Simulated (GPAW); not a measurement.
Runs of GPAW 26.7.0 on MnO. Symmetry: Fm-3m, No. 225, cubic system. The conventional cell has a = 4.444 Å, b = 4.444 Å, c = 4.444 Å, α = 90.00°, β = 90.00°, γ = 90.00°. Around Mn (site symmetry m-3m) lie 6 O at 2.22 Å. O (site symmetry m-3m) is surrounded by 6 Mn at 2.22 Å. 

| task | level | U | cell | optimizer | fmax | max steps | convergence | gap on the mesh (eV) | pressure (GPa) | moment (μB) |
| --- | --- | --- | --- | --- | --- | --- | --- | --- | --- | --- |
| relaxation of the atoms | PBE | - | atoms relaxed | BFGS | 0.02 eV/Å | 60 | density=1e-05 forces=0.0001 | none | - | 4.69 |
| single point | r2SCAN+U | Mn d U = 5 eV | as given | - | - | - | - | (a) | 7.5 | 5.00 |
| single point | r2SCAN+U | Mn d U = 6 eV | as given | - | - | - | - | 1.40 | 8.1 | 5.00 |
| single point | r2SCAN+U | Mn d U = 4 eV | as given | - | - | - | - | 0.97 | 6.9 | 5.00 |
| single point | r2SCAN | - | as given | - | - | - | - | none | (b) | 4.99 |
| single point | r2SCAN+U | Mn d U = 3 eV | as given | - | - | - | - | 0.72 | 6.2 | 5.00 |
| single point | r2SCAN+U | Mn d U = 8 eV | as given | - | - | - | - | (c) | 9.2 | 5.00 |
| single point | r2SCAN+U | Mn d U = 2 eV | as given | - | - | - | - | 0.45 | 5.4 | 5.00 |

Alike in all rows: potentials or basis GPAW PAW data sets (gpaw-data 1.2.1), pw; spin collinear, ferromagnetic start; k mesh 7 × 7 × 7; cutoff (eV) 800; smearing fermi-dirac 0.05 eV.

Question: Fill in the values left out.

Answer: (a) 1.20; (b) 3.8; (c) 1.76.

Caveats: a cell with one magnetic atom can't hold antiferromagnetic order, which such compounds often take; the PAW data sets were made with another functional, which shifts forces and pressure a little (some runs); an odd mesh through Γ misses points on the zone boundary, where band edges often lie (some runs); semilocal functionals often make such compounds metallic where correlation or magnetic order opens a gap, which also shifts bond lengths (some runs); the density grid can change from cell to cell, which puts small steps into energies and stress (some runs); each step starts from the last one's moments, so a moment once lost doesn't come back (some runs); the relaxation stopped at its first step, so nothing moved (some runs).

A gap of «none» marks a metal or a gap under the smearing width.
